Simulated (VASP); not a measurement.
A run of VASP 6.6.1:

File INCAR:

```
PREC = Accurate
ENCUT = 520
EDIFF = 1E-5
ISMEAR = -1
SIGMA = 0.02
LREAL = Auto
LASPH = True
NELM = 60
ALGO = Normal
ISIF = 2
LWAVE = False
LCHARG = True
GGA = PE
IVDW = 12
NBANDS = 44
IBRION = 0
NSW = 40
POTIM = 0.5
TEBEG = 700.0
TEEND = 700.0
ISYM = 0
NELMIN = 4
RANDOM_SEED = 151780 0 0
MDALGO = 3
LANGEVIN_GAMMA = 20 20 20
```

File KPOINTS:

```
regular mesh
0
Gamma
  1 1 1
```

The input POSCAR:

```
H13O6F
1.0
    5.7750010000      0.0000000000      0.0000000000
    0.0000000000      5.7750010000      0.0000000000
    0.0000000000      0.0000000000      5.7750010000
O H F
6 13 1
Direct
    0.4818646000      0.6167390500      0.1563487600
    0.7763571800      0.2388557600      0.9637977600
    0.8736284900      0.9541535800      0.3624728100
    0.2265606400      0.5019918200      0.5105249500
    0.7635543300      0.3697622200      0.5240916900
    0.0814438400      0.8521494000      0.7452825400
    0.4890892500      0.7649796700      0.0716410400
    0.6249590600      0.5297446900      0.1128493500
    0.6274454000      0.1531674600      0.9624519900
    0.8935562700      0.1193713000      0.9896775400
    0.7407972400      0.8502405900      0.3695064900
    0.8112200300      1.1132113600      0.3991896200
    0.3239774900      0.5532141200      0.3750186700
    0.3220215300      0.3835579100      0.5832576600
    0.7714537200      0.3294054800      0.6905224700
    0.9203909000      0.4275876600      0.4956336200
    0.0067790600      0.9160261300      0.5986475700
    0.1493715700      0.7043944200      0.6805929700
    0.2429898600     -0.0540298100      0.8472450300
    0.3838338400      0.0228174900      0.9552621700
```

Potentials or basis: VASP PAW PBE potentials, release 64 (O, H, F).

Launch:

```bash
$ cat potpaw_PBE.64/O/POTCAR potpaw_PBE.64/H/POTCAR potpaw_PBE.64/F/POTCAR > POTCAR
$ mpirun -np 1 vasp_gam > vasp.out
```

Hardware: 1 thread of AMD EPYC 7R43 64-Core Processor (Zen 3), with other jobs on the host.

Problem. Estimate the wall time of this run.

Solution. It took 8.7 min on 1 thread of AMD EPYC 7R43 64-Core Processor (Zen 3), with other jobs on the host, peak memory 0.31 GiB. Counts: scf iterations 200, k points 1, ion steps 40.
